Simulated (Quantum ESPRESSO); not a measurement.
# V (Im-3m) in Quantum ESPRESSO: further runs, part 2 of 2

Quantum ESPRESSO 7.5. Earlier steps stand in the parts before.

## Step 3: Phonons, PBE, collinear spin, ferromagnetic start

File pw.in:

```
&CONTROL
  calculation = 'scf'
  prefix = 'pwscf'
  outdir = './tmp'
  pseudo_dir = './pseudo'
  tprnfor = .true.
  tstress = .true.
  disk_io = 'low'
/
&SYSTEM
  ibrav = 0
  nat = 1
  ntyp = 1
  ecutwfc = 84
  nbnd = 15
  occupations = 'smearing'
  smearing = 'mv'
  degauss = 0.01469973
  nspin = 2
  starting_magnetization(1) = 0.1538
/
&ELECTRONS
  conv_thr = 2d-10
  electron_maxstep = 120
  mixing_beta = 0.3
/
ATOMIC_SPECIES
V     50.9415 V.upf
CELL_PARAMETERS bohr
  -2.8617067568    2.8617067568    2.8617067568
   2.8617067568   -2.8617067568    2.8617067568
   2.8617067568    2.8617067568   -2.8617067568
ATOMIC_POSITIONS bohr
V      0.0000000000    0.0000000000    0.0000000000
K_POINTS automatic
8 8 8 0 0 0
```

File relax.in:

```
&CONTROL
  calculation = 'vc-relax'
  prefix = 'pwscf'
  outdir = './tmp'
  pseudo_dir = './pseudo'
  tprnfor = .true.
  tstress = .true.
  disk_io = 'low'
  nstep = 40
  forc_conv_thr = 0.0001
  etot_conv_thr = 1d-06
/
&SYSTEM
  ibrav = 0
  nat = 1
  ntyp = 1
  ecutwfc = 84
  nbnd = 15
  occupations = 'smearing'
  smearing = 'mv'
  degauss = 0.01469973
  nspin = 2
  starting_magnetization(1) = 0.1538
/
&ELECTRONS
  conv_thr = 2d-10
  electron_maxstep = 120
  mixing_beta = 0.3
/
&IONS
  ion_dynamics = 'bfgs'
/
&CELL
  cell_dynamics = 'bfgs'
  press = 0
  press_conv_thr = 0.2
/
ATOMIC_SPECIES
V     50.9415 V.upf
CELL_PARAMETERS bohr
  -2.8617067568    2.8617067568    2.8617067568
   2.8617067568   -2.8617067568    2.8617067568
   2.8617067568    2.8617067568   -2.8617067568
ATOMIC_POSITIONS bohr
V      0.0000000000    0.0000000000    0.0000000000
K_POINTS automatic
8 8 8 0 0 0
```

File scf2.in:

```
&CONTROL
  calculation = 'scf'
  prefix = 'pwscf'
  outdir = './tmp'
  pseudo_dir = './pseudo'
  tprnfor = .true.
  tstress = .true.
  disk_io = 'low'
/
&SYSTEM
  ibrav = 0
  nat = 1
  ntyp = 1
  ecutwfc = 84
  nbnd = 15
  occupations = 'smearing'
  smearing = 'mv'
  degauss = 0.01469973
  nspin = 2
  starting_magnetization(1) = 0.1538
/
&ELECTRONS
  conv_thr = 1d-13
  electron_maxstep = 120
  mixing_beta = 0.3
  startingpot = 'file'
  startingwfc = 'file'
/
ATOMIC_SPECIES
V     50.9415 V.upf
CELL_PARAMETERS bohr
  -2.8263872260    2.8263872260    2.8263872260
   2.8263872260   -2.8263872260    2.8263872260
   2.8263872260    2.8263872260   -2.8263872260
ATOMIC_POSITIONS bohr
V      0.0000000000    0.0000000000    0.0000000000
K_POINTS automatic
8 8 8 0 0 0
```

File ph.in:

```
phonons of V
&INPUTPH
  prefix = 'pwscf'
  outdir = './tmp'
  tr2_ph = 1d-18
  fildyn = 'dyn'
  niter_ph = 90
  alpha_mix(1) = 0.4
/
0.0000000000 0.8660254038 0.0000000000
```

Potentials or basis: PseudoDojo 0.4.1 SR PBE standard.

On the command line:

```sh
$ OMP_NUM_THREADS=1 mpirun -n 4 pw.x -nk 4 -in pw.in > pw.out
$ OMP_NUM_THREADS=1 mpirun -n 4 pw.x -nk 4 -in relax.in > relax.out
$ OMP_NUM_THREADS=1 mpirun -n 4 pw.x -nk 4 -in scf2.in > scf2.out
$ OMP_NUM_THREADS=1 mpirun -n 4 ph.x -nk 4 -in ph.in > ph.out
```

pw.out:

```text
This program is part of the open-source Quantum ESPRESSO suite
     for quantum simulation of materials; please cite
[... 6 lines left out ...]
     using ibrav=0 with symmetry is DISCOURAGED, use correct ibrav instead

     K-points division:     npool     =       4
     Subspace diagonalization in iterative solution of the eigenvalue problem:
     a serial algorithm will be used

     G-vector sticks info
     --------------------
     sticks:   dense  smooth     PW     G-vecs:    dense   smooth      PW
     Sum         623     623    221                 9861     9861    2123

     Using Slab Decomposition

     bravais-lattice index     =            0
     lattice parameter (alat)  =       4.9566  a.u.
     unit-cell volume          =      93.7423 (a.u.)^3
     number of atoms/cell      =            1
     number of atomic types    =            1
     number of electrons       =        13.00
     number of Kohn-Sham states=           15
     kinetic-energy cutoff     =      84.0000  Ry
     charge density cutoff     =     336.0000  Ry
     scf convergence threshold =      2.0E-10
     mixing beta               =       0.3000
     number of iterations used =            8  plain     mixing
     Exchange-correlation= PBE
                           (   1   4   3   4   0   0   0)

     celldm(1)=   4.956621  celldm(2)=   0.000000  celldm(3)=   0.000000
     celldm(4)=   0.000000  celldm(5)=   0.000000  celldm(6)=   0.000000

     crystal axes: (cart. coord. in units of alat)
               a(1) = (  -0.577350   0.577350   0.577350 )
               a(2) = (   0.577350  -0.577350   0.577350 )
               a(3) = (   0.577350   0.577350  -0.577350 )

     reciprocal axes: (cart. coord. in units 2 pi/alat)
               b(1) = ( -0.000000  0.866025  0.866025 )
               b(2) = (  0.866025 -0.000000  0.866025 )
               b(3) = (  0.866025  0.866025  0.000000 )

     PseudoPot. # 1 for V  read from file:
     V.upf
     Pseudo is Norm-conserving + core correction, Zval = 13.0
     Generated using ONCVPSP code by D. R. Hamann
     Using radial grid of 1536 points,  6 beta functions with:
                l(1) =   0
                l(2) =   0
                l(3) =   1
                l(4) =   1
                l(5) =   2
                l(6) =   2

     atomic species   valence    mass     pseudopotential
     V                13.00    50.94150     V ( 1.00)

     Starting magnetic structure
     atomic species   magnetization
     V               0.154

     48 Sym. Ops., with inversion, found

   Cartesian axes

     site n.     atom                  positions (alat units)
         1        V      tau(   1) = (   0.0000000   0.0000000   0.0000000  )

     number of k points=    29  Marzari-Vanderbilt smearing, width (Ry)=  0.0147
                       cart. coord. in units 2pi/alat
        k(    1) = (   0.0000000   0.0000000   0.0000000), wk =   0.0019531
        k(    2) = (   0.1082532   0.1082532   0.0000000), wk =   0.0234375
        k(    3) = (   0.2165064   0.2165064   0.0000000), wk =   0.0234375
        k(    4) = (   0.3247595   0.3247595   0.0000000), wk =   0.0234375
        k(    5) = (  -0.4330127  -0.4330127   0.0000000), wk =   0.0117188
        k(    6) = (   0.2165064   0.1082532   0.1082532), wk =   0.0468750
[... 21 lines left out ...]
        k(   28) = (  -0.8660254  -0.1082532  -0.1082532), wk =   0.0234375
        k(   29) = (  -0.8660254  -0.8660254  -0.8660254), wk =   0.0019531

     Dense  grid:     9861 G-vectors     FFT dimensions: (  30,  30,  30)

     Generating pointlists ...
     new r_m :   0.4125 (alat units)  2.0446 (a.u.) for type    1

     Initial potential from superposition of free atoms

     starting charge      12.9990, renormalised to      13.0000
     Starting wfcs are   10 randomized atomic wfcs +    5 random wfcs

     Self-consistent Calculation

     iteration #  1     ecut=    84.00 Ry     beta= 0.30
     Davidson diagonalization with overlap
     ethr =  1.00E-02,  avg # of iterations =  4.3

     Threshold (ethr) on eigenvalues was too large:
     Diagonalizing with lowered threshold

     Davidson diagonalization with overlap
     ethr =  6.79E-04,  avg # of iterations =  1.2

     total energy              =    -147.59059119 Ry
     estimated scf accuracy    <       0.08899240 Ry

     total magnetization       =     0.87 Bohr mag/cell
     absolute magnetization    =     0.87 Bohr mag/cell

     iteration #  2     ecut=    84.00 Ry     beta= 0.30
     Davidson diagonalization with overlap
     ethr =  6.85E-04,  avg # of iterations =  1.0
[... 124 lines left out ...]
     total magnetization       =    -0.00 Bohr mag/cell
     absolute magnetization    =     0.00 Bohr mag/cell

     iteration # 15     ecut=    84.00 Ry     beta= 0.30
     Davidson diagonalization with overlap
     ethr =  1.69E-12,  avg # of iterations =  2.0

     Magnetic moment per site  (integrated on atomic sphere of radius R)
     atom   1 (R=0.413)  charge= 11.3154  magn= -0.0001

     End of self-consistent calculation

 ------ SPIN UP ------------

          k = 0.0000 0.0000 0.0000 (  1205 PWs)   bands (ev):

   -47.6433 -20.9902 -20.9902 -20.9902   9.5405  16.5170  16.5170  16.5170
    18.4574  18.4574  36.3907  36.3907  36.3907  42.9306  42.9306

          k = 0.1083 0.1083 0.0000 (  1218 PWs)   bands (ev):

   -47.6179 -21.1147 -21.0286 -20.9910  10.1393  16.2722  16.4357  16.9424
    18.2240  18.4773  35.1321  36.0973  36.8314  41.8369  43.2489
[... 58 lines left out ...]
   -47.5936 -21.1508 -21.0681 -21.0681  10.7061  16.4903  16.4903  16.9393
    17.5568  18.7792  34.4358  36.6577  36.6577  38.3804  43.2177

          k = 0.4330 0.3248 0.3248 (  1208 PWs)   bands (ev):

   -47.4583 -21.5909 -21.3766 -21.1823  14.5308  14.9619  15.3409  18.7332
    18.8357  23.4537  26.7190  27.4637  30.3062  43.4587  45.4929

          k = 0.0000-0.1083 0.3248 (  1221 PWs)   bands (ev):

   -47.5346 -21.4006 -21.1624 -21.0860  12.1231  16.0663  16.1293  17.3474
    17.9650  19.0286  32.1507  34.2071  35.6992  38.5387  42.1080

          k =-0.0000-0.2165 0.4330 (  1222 PWs)   bands (ev):

   -47.4750 -21.6649 -21.2554 -21.0821  13.2806  15.6889  15.7594  17.8804
    19.3450  19.5934  28.1538  32.7085  34.0189  39.9364  41.2967

          k = 0.1083-0.1083 0.4330 (  1224 PWs)   bands (ev):

   -47.4780 -21.5655 -21.2823 -21.1337  13.4047  15.2733  16.2210  17.4632
    18.8143  19.7996  30.4907  30.7344  35.9330  36.8215  41.8552

          k =-0.8660-0.3248-0.3248 (  1216 PWs)   bands (ev):

   -47.4502 -21.7728 -21.2935 -21.0799  13.4180  15.5135  16.0909  17.9427
    20.0302  20.6010  25.8473  32.1573  33.1261  41.0838  41.1070

          k =-0.7578-0.2165-0.3248 (  1219 PWs)   bands (ev):
[... 41 lines left out ...]
   -47.3642 -21.5908 -21.5089 -21.4735  13.5315  13.5694  18.6422  18.8498
    19.7636  25.0220  25.8478  27.3447  32.7966  33.7850  38.8659

          k =-0.8660-0.8660-0.8660 (  1264 PWs)   bands (ev):

   -47.3462 -21.5526 -21.5526 -21.5526  13.2295  13.2295  19.7096  19.7096
    19.7096  25.9921  25.9921  25.9921  32.5427  32.5427  37.2643

 ------ SPIN DOWN ----------

          k = 0.0000 0.0000 0.0000 (  1205 PWs)   bands (ev):

   -47.6434 -20.9903 -20.9903 -20.9903   9.5405  16.5169  16.5169  16.5169
    18.4573  18.4573  36.3907  36.3907  36.3907  42.9306  42.9306

          k = 0.1083 0.1083 0.0000 (  1218 PWs)   bands (ev):

   -47.6180 -21.1148 -21.0287 -20.9911  10.1393  16.2721  16.4355  16.9423
    18.2239  18.4772  35.1321  36.0973  36.8313  41.8369  43.2488
[... 58 lines left out ...]
   -47.5937 -21.1510 -21.0682 -21.0682  10.7060  16.4901  16.4901  16.9392
    17.5568  18.7791  34.4358  36.6576  36.6576  38.3804  43.2177

          k = 0.4330 0.3248 0.3248 (  1208 PWs)   bands (ev):

   -47.4584 -21.5910 -21.3767 -21.1824  14.5307  14.9618  15.3408  18.7331
    18.8356  23.4536  26.7190  27.4636  30.3061  43.4587  45.4928

          k = 0.0000-0.1083 0.3248 (  1221 PWs)   bands (ev):

   -47.5347 -21.4007 -21.1625 -21.0861  12.1231  16.0662  16.1292  17.3473
    17.9649  19.0286  32.1506  34.2071  35.6991  38.5386  42.1079

          k =-0.0000-0.2165 0.4330 (  1222 PWs)   bands (ev):

   -47.4752 -21.6650 -21.2555 -21.0822  13.2805  15.6888  15.7593  17.8803
    19.3448  19.5934  28.1538  32.7085  34.0188  39.9364  41.2966

          k = 0.1083-0.1083 0.4330 (  1224 PWs)   bands (ev):

   -47.4781 -21.5656 -21.2824 -21.1338  13.4047  15.2732  16.2209  17.4631
    18.8142  19.7996  30.4906  30.7343  35.9329  36.8214  41.8551

          k =-0.8660-0.3248-0.3248 (  1216 PWs)   bands (ev):

   -47.4503 -21.7729 -21.2936 -21.0801  13.4180  15.5134  16.0908  17.9426
    20.0300  20.6009  25.8472  32.1573  33.1260  41.0837  41.1070

          k =-0.7578-0.2165-0.3248 (  1219 PWs)   bands (ev):
[... 41 lines left out ...]
   -47.3643 -21.5910 -21.5090 -21.4736  13.5314  13.5694  18.6420  18.8497
    19.7634  25.0220  25.8477  27.3446  32.7966  33.7850  38.8658

          k =-0.8660-0.8660-0.8660 (  1264 PWs)   bands (ev):

   -47.3463 -21.5527 -21.5527 -21.5527  13.2294  13.2294  19.7094  19.7094
    19.7094  25.9920  25.9920  25.9920  32.5427  32.5427  37.2642

     the Fermi energy is    16.1097 ev

!    total energy              =    -147.61709126 Ry
     estimated scf accuracy    <          1.2E-11 Ry
     smearing contrib. (-TS)   =       0.00017626 Ry
     internal energy E=F+TS    =    -147.61726752 Ry

     The total energy is F=E-TS. E is the sum of the following terms:
     one-electron contribution =     -46.59012426 Ry
     hartree contribution      =      29.30524431 Ry
     xc contribution           =     -22.87370902 Ry
     ewald contribution        =    -107.45867855 Ry

     total magnetization       =    -0.00 Bohr mag/cell
     absolute magnetization    =     0.00 Bohr mag/cell

     convergence has been achieved in  15 iterations

     Forces acting on atoms (cartesian axes, Ry/au):

     atom    1 type  1   force =     0.00000000    0.00000000    0.00000000

     Total force =     0.000000     Total SCF correction =     0.000000

     Computing stress (Cartesian axis) and pressure

          total   stress  (Ry/bohr**3)                   (kbar)     P=      -63.54
  -0.00043194   0.00000000   0.00000000          -63.54        0.00        0.00
   0.00000000  -0.00043194   0.00000000            0.00      -63.54        0.00
   0.00000000   0.00000000  -0.00043194            0.00        0.00      -63.54

=------------------------------------------------------------------------------=
   JOB DONE.
=------------------------------------------------------------------------------=
```

Run time: 1.8 min. Hardware: 4 MPI ranks of Intel Xeon at 2.50GHz (Skylake/Cascade Lake), shared host; peak memory 0.36 GiB.

Results:

```yaml
Free_energy: -2008.4432 eV
Relaxed_volume: 13.38 Å³/atom
Relaxed_cell: a = 2.591 Å, b = 2.591 Å, c = 2.591 Å, α = 109.47°, β = 109.47°, γ = 109.47°
Space_group_after_relaxing_to_0.05_Å: Im-3m (No. 229)
Pressure_after_relaxing: 0.0 GPa
Band_gap_on_the_k_mesh: none (metal or under the smearing width)
Net_moment: 0.00 μB per cell
Absolute_moment: 0.00 μB per cell
Valence_electrons_inside_the_program's_atomic_spheres: V 11.32
Highest_phonon_frequency_at_the_q_point_run: 315 cm⁻¹
```

The path:
```
step  energy change (eV)  largest force (eV/Å)  pressure (GPa)  volume (Å³)
   1              0.0000                0.0000           -6.35        13.89
   2             -0.0102                0.0000           -0.85        13.45
   3             -0.0104                0.0000            0.05        13.38
   4             -0.0104                0.0000            0.00        13.38
```

Final structure:
```
V
1.0
    -1.49566    1.49566    1.49566
     1.49566   -1.49566    1.49566
     1.49566    1.49566   -1.49566
V
1
Direct
  0.00000 0.00000 0.00000
```

Phonon frequencies in cm⁻¹ (negative: imaginary):
```csv
q point,frequencies
"(0.500, -0.500, 0.500)",315 315 315
```

Phonon modes at q = (0.500, -0.500, 0.500) in reciprocal lattice units:
```tsv
mode	symmetry	cm⁻¹
1	T_1u	315
2	T_1u	315
3	T_1u	315
```

Caveat: the k mesh is coarse (spacing up to 0.37 Å⁻¹), so the values aren't converged; the mesh is thin for the phonons of a metal.
